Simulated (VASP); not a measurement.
Input of a VASP 6.6.1 run:

INCAR

```
SYSTEM = Sn
PREC = Accurate
ENCUT = 500
EDIFF = 1E-7
ISMEAR = 0
SIGMA = 0.1
LREAL = .False.
LASPH = .True.
NELM = 100
ALGO = Normal
ISIF = 2
LWAVE = .False.
LCHARG = .False.
GGA = RE
LUSE_VDW = .True.
AGGAC = 0.0
```

Sn.cif

```cif
data_Sn
_cell_length_a 6.19692116
_cell_length_b 6.19692116
_cell_length_c 6.19692116
_cell_angle_alpha 90.00000000
_cell_angle_beta 90.00000000
_cell_angle_gamma 90.00000000
_space_group_name_H-M_alt 'Fd-3m'
_space_group_name_Hall 'F 4d 2 3 -1d'
_space_group_IT_number 227
loop_
_space_group_symop_operation_xyz
'x,y,z'
'-y+1/4,x+1/4,z+1/4'
'-x,-y+1/2,z+1/2'
'y+3/4,-x+1/4,z+3/4'
'x,-y,-z'
'-y+1/4,-x+3/4,-z+3/4'
'-x,y+1/2,-z+1/2'
'y+3/4,x+3/4,-z+1/4'
'z,x,y'
'z+1/4,-y+1/4,x+1/4'
'z+1/2,-x,-y+1/2'
'z+3/4,y+3/4,-x+1/4'
'-z,x,-y'
'-z+3/4,-y+1/4,-x+3/4'
'-z+1/2,-x,y+1/2'
'-z+1/4,y+3/4,x+3/4'
'y,z,x'
'x+1/4,z+1/4,-y+1/4'
'-y+1/2,z+1/2,-x'
'-x+1/4,z+3/4,y+3/4'
'-y,-z,x'
'-x+3/4,-z+3/4,-y+1/4'
'y+1/2,-z+1/2,-x'
'x+3/4,-z+1/4,y+3/4'
'-x+1/4,-y+1/4,-z+1/4'
'y,-x,-z'
'x+1/4,y+3/4,-z+3/4'
'-y+1/2,x,-z+1/2'
'-x+1/4,y+1/4,z+1/4'
'y,x+1/2,z+1/2'
'x+1/4,-y+3/4,z+3/4'
'-y+1/2,-x+1/2,z'
'-z+1/4,-x+1/4,-y+1/4'
'-z,y,-x'
'-z+3/4,x+1/4,y+3/4'
'-z+1/2,-y+1/2,x'
'z+1/4,-x+1/4,y+1/4'
'z+1/2,y,x+1/2'
'z+3/4,x+1/4,-y+3/4'
'z,-y+1/2,-x+1/2'
'-y+1/4,-z+1/4,-x+1/4'
'-x,-z,y'
'y+3/4,-z+3/4,x+1/4'
'x,-z+1/2,-y+1/2'
'y+1/4,z+1/4,-x+1/4'
'x+1/2,z+1/2,y'
'-y+3/4,z+3/4,x+1/4'
'-x+1/2,z,-y+1/2'
'x,y+1/2,z+1/2'
[... 70 lines left out ...]
'x+1/4,-z+1/4,y+1/4'
'-x+3/4,-y+1/4,-z+3/4'
'y+1/2,-x,-z+1/2'
'x+3/4,y+3/4,-z+1/4'
'-y,x,-z'
'-x+3/4,y+1/4,z+3/4'
'y+1/2,x+1/2,z'
'x+3/4,-y+3/4,z+1/4'
'-y,-x+1/2,z+1/2'
'-z+3/4,-x+1/4,-y+3/4'
'-z+1/2,y,-x+1/2'
'-z+1/4,x+1/4,y+1/4'
'-z,-y+1/2,x+1/2'
'z+3/4,-x+1/4,y+3/4'
'z,y,x'
'z+1/4,x+1/4,-y+1/4'
'z+1/2,-y+1/2,-x'
'-y+3/4,-z+1/4,-x+3/4'
'-x+1/2,-z,y+1/2'
'y+1/4,-z+3/4,x+3/4'
'x+1/2,-z+1/2,-y'
'y+3/4,z+1/4,-x+3/4'
'x,z+1/2,y+1/2'
'-y+1/4,z+3/4,x+3/4'
'-x,z,-y'
'x+1/2,y+1/2,z'
'-y+3/4,x+3/4,z+1/4'
'-x+1/2,-y,z+1/2'
'y+1/4,-x+3/4,z+3/4'
'x+1/2,-y+1/2,-z'
'-y+3/4,-x+1/4,-z+3/4'
'-x+1/2,y,-z+1/2'
'y+1/4,x+1/4,-z+1/4'
'z+1/2,x+1/2,y'
'z+3/4,-y+3/4,x+1/4'
'z,-x+1/2,-y+1/2'
'z+1/4,y+1/4,-x+1/4'
'-z+1/2,x+1/2,-y'
'-z+1/4,-y+3/4,-x+3/4'
'-z,-x+1/2,y+1/2'
'-z+3/4,y+1/4,x+3/4'
'y+1/2,z+1/2,x'
'x+3/4,z+3/4,-y+1/4'
'-y,z,-x'
'-x+3/4,z+1/4,y+3/4'
'-y+1/2,-z+1/2,x'
'-x+1/4,-z+1/4,-y+1/4'
'y,-z,-x'
'x+1/4,-z+3/4,y+3/4'
'-x+3/4,-y+3/4,-z+1/4'
'y+1/2,-x+1/2,-z'
'x+3/4,y+1/4,-z+3/4'
'-y,x+1/2,-z+1/2'
'-x+3/4,y+3/4,z+1/4'
'y+1/2,x,z+1/2'
'x+3/4,-y+1/4,z+3/4'
'-y,-x,z'
'-z+3/4,-x+3/4,-y+1/4'
'-z+1/2,y+1/2,-x'
'-z+1/4,x+3/4,y+3/4'
'-z,-y,x'
'z+3/4,-x+3/4,y+1/4'
'z,y+1/2,x+1/2'
'z+1/4,x+3/4,-y+3/4'
'z+1/2,-y,-x+1/2'
'-y+3/4,-z+3/4,-x+1/4'
'-x+1/2,-z+1/2,y'
'y+1/4,-z+1/4,x+1/4'
'x+1/2,-z,-y+1/2'
'y+3/4,z+3/4,-x+1/4'
'x,z,y'
'-y+1/4,z+1/4,x+1/4'
'-x,z+1/2,-y+1/2'
loop_
_atom_site_label
_atom_site_type_symbol
_atom_site_symmetry_multiplicity
_atom_site_Wyckoff_symbol
_atom_site_fract_x
_atom_site_fract_y
_atom_site_fract_z
_atom_site_occupancy
Sn1 Sn 8 a 0.2500000000 0.2500000000 0.2500000000 1
```

KPOINTS

```
regular mesh
0
Gamma
  5 5 5
  0 0 0
```

The input POSCAR:

```
Sn
 1.0000000000000000
     6.1969211599999996    0.0000000000000000    0.0000000000000000
     0.0000000000000000    6.1969211599999996    0.0000000000000000
     0.0000000000000000    0.0000000000000000    6.1969211599999996
 Sn 
   8
Cartesian
  1.5492302899999999  1.5492302899999999  1.5492302899999999
  0.0000000000000000  3.0984605799999998  3.0984605799999998
  4.6476908699999999  1.5492302899999999  4.6476908699999999
  0.0000000000000000  0.0000000000000000  0.0000000000000000
  1.5492302899999999  4.6476908699999999  4.6476908699999999
  4.6476908699999999  4.6476908699999999  1.5492302899999999
  3.0984605799999998  0.0000000000000000  3.0984605799999998
  3.0984605799999998  3.0984605799999998  0.0000000000000000
```

Contents of KPOINTS_OPT:

```
path GXMGRX,MR
20
line-mode
reciprocal
 0.0000000000  0.0000000000  0.0000000000  G
 0.0000000000  0.5000000000  0.0000000000  X

 0.0000000000  0.5000000000  0.0000000000  X
 0.5000000000  0.5000000000  0.0000000000  M

 0.5000000000  0.5000000000  0.0000000000  M
 0.0000000000  0.0000000000  0.0000000000  G

 0.0000000000  0.0000000000  0.0000000000  G
 0.5000000000  0.5000000000  0.5000000000  R

 0.5000000000  0.5000000000  0.5000000000  R
 0.0000000000  0.5000000000  0.0000000000  X

 0.5000000000  0.5000000000  0.0000000000  M
 0.5000000000  0.5000000000  0.5000000000  R
```

Potentials or basis: VASP PAW PBE potentials, release 54 (Sn).

Command:

```bash
$ ase convert -i cif -o vasp Sn.cif POSCAR
$ cat potpaw_PBE.54/Sn/POTCAR > POTCAR
$ mpirun -np 1 vasp_std > vasp.out
```

Predict the band gap on the k mesh.

0.25 eV.

Predict the pressure.

15.4 GPa.

Estimate the band gap along the path.

0.23 eV.

Levels at the corners of the path, in eV from the valence-band top:
```
point  band 12  band 13  band 14  band 15  band 16  band 17  band 18  band 19  band 20  band 21
    Γ    -3.05    -3.05     0.00     0.00     0.00     0.25     0.62     0.62     0.62     0.62
    X    -3.75    -2.04    -2.04    -2.04    -2.04     0.78     0.78     2.35     2.35     3.73
    X    -3.75    -2.04    -2.04    -2.04    -2.04     0.78     0.78     2.35     2.35     3.73
    M    -3.69    -1.54    -1.54    -1.54    -1.54     1.68     1.68     1.68     1.68     4.06
    M    -3.69    -1.54    -1.54    -1.54    -1.54     1.68     1.68     1.68     1.68     4.06
    Γ    -3.05    -3.05     0.00     0.00     0.00     0.25     0.62     0.62     0.62     0.62
    Γ    -3.05    -3.05     0.00     0.00     0.00     0.25     0.62     0.62     0.62     0.62
    R    -1.45    -1.45    -1.45    -1.45    -1.45     0.23     0.23     0.23     0.23     3.19
    R    -1.45    -1.45    -1.45    -1.45    -1.45     0.23     0.23     0.23     0.23     3.19
    X    -3.75    -2.04    -2.04    -2.04    -2.04     0.78     0.78     2.35     2.35     3.73
    M    -3.69    -1.54    -1.54    -1.54    -1.54     1.68     1.68     1.68     1.68     4.06
    R    -1.45    -1.45    -1.45    -1.45    -1.45     0.23     0.23     0.23     0.23     3.19
```

Caveat: the PAW data sets were made with another functional, which shifts forces and pressure a little; spin-orbit coupling is left out, which moves the levels of the heavy elements.
